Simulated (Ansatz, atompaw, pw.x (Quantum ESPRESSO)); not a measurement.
What a changed setting does to a pw.x run (sc In)

Potential: PAW, atompaw 4.2.0.5, PBE; core [Kr] 4d10, reference 5s2 5p1; waves: 5s (bound): rc 2.45 bohr; 5s channel at 0.45 Ry: rc 3.00 bohr; 5p (bound): rc 3.00 bohr; 5p channel at 1.75 Ry: rc 3.00 bohr; 5d channel at -0.1 Ry: rc 3.00 bohr; 5d channel at 0.7 Ry: rc 3.00 bohr; local part: bessel scheme, radius 2.60 bohr; core correction: smooth core density matched at 2.50 bohr; augmentation: besselshape compensation charge, radius 2.35 bohr; PAW radius 3.00 bohr; waves and projectors: custom rrkj vanderbiltortho.

The reference run (k-mesh 11³, cutoffs 40/400 Ry, Fermi–Dirac 0.01 Ry, mixing_beta 0.4, conv_thr 1e-9, no spin) gives 0.43 GPa at 29.637 Å³/atom, where all-electron LAPW gives 0.08 GPa. This run, with its own iteration cap, changes mixing_beta to 0.9.

```
&control
  calculation='scf', prefix='x', pseudo_dir='./', outdir='./tmp', tstress=.true., disk_io='none'
/
&system
  ibrav=0, nat=1, ntyp=1, ecutwfc=40, ecutrho=400, nbnd=8,
  occupations='smearing', smearing='fd', degauss=0.01
/
&electrons
  conv_thr=1e-09, mixing_beta=0.9, electron_maxstep=50
/
ATOMIC_SPECIES
In 1.0 In.UPF
CELL_PARAMETERS angstrom
  3.09464911 0.00000000 0.00000000
  0.00000000 3.09464911 0.00000000
  0.00000000 0.00000000 3.09464911
ATOMIC_POSITIONS crystal
In 0.0000 0.0000 0.0000
K_POINTS automatic
11 11 11 0 0 0
```

```bash
pw.x < In.scf.in > In.scf.out
```

Task: How does the run end?

Result: It converges in 5 iterations; the free energy moves by +0.0 meV/atom and the pressure by +0.00 GPa. The result is that of the reference run.

```
Message from routine setup:
     using ibrav=0 with symmetry is DISCOURAGED, use correct ibrav instead
     lattice parameter (alat)  =       5.8480  a.u.
     unit-cell volume          =     200.0004 (a.u.)^3
     number of electrons       =         3.00
     number of Kohn-Sham states=            8
     kinetic-energy cutoff     =      40.0000  Ry
     charge density cutoff     =     400.0000  Ry
     scf convergence threshold =      1.0E-09
     Exchange-correlation= SLA PW PBX PBC
     number of k points=    56  Fermi-Dirac smearing, width (Ry)=  0.0100
     negative rho (up, down):  2.238E-02 0.000E+00
     iteration #  1     ecut=    40.00 Ry     beta= 0.90
     negative rho (up, down):  3.248E-02 0.000E+00
     total energy              =    -321.13979591 Ry
     estimated scf accuracy    <       0.00275602 Ry
     iteration #  2     ecut=    40.00 Ry     beta= 0.90
     negative rho (up, down):  3.208E-02 0.000E+00
     total energy              =    -321.14001340 Ry
     estimated scf accuracy    <       0.00002360 Ry
     iteration #  3     ecut=    40.00 Ry     beta= 0.90
     negative rho (up, down):  3.201E-02 0.000E+00
     total energy              =    -321.14001842 Ry
     estimated scf accuracy    <       0.00000031 Ry
     iteration #  4     ecut=    40.00 Ry     beta= 0.90
     negative rho (up, down):  3.200E-02 0.000E+00
     total energy              =    -321.14001853 Ry
     estimated scf accuracy    <          1.6E-09 Ry
     iteration #  5     ecut=    40.00 Ry     beta= 0.90
     negative rho (up, down):  3.199E-02 0.000E+00
     the Fermi energy is     3.8183 ev
!    total energy              =    -321.14001853 Ry
     estimated scf accuracy    <          4.2E-11 Ry
     smearing contrib. (-TS)   =      -0.00258427 Ry
     convergence has been achieved in   5 iterations
     negative rho (up, down):  3.199E-02 0.000E+00
          total   stress  (Ry/bohr**3)                   (kbar)     P=        4.35
     Message from routine punch:
     Nothing written, as per user request (disk_io='none')
```

The run took about 10 s on one core of a shared server CPU.
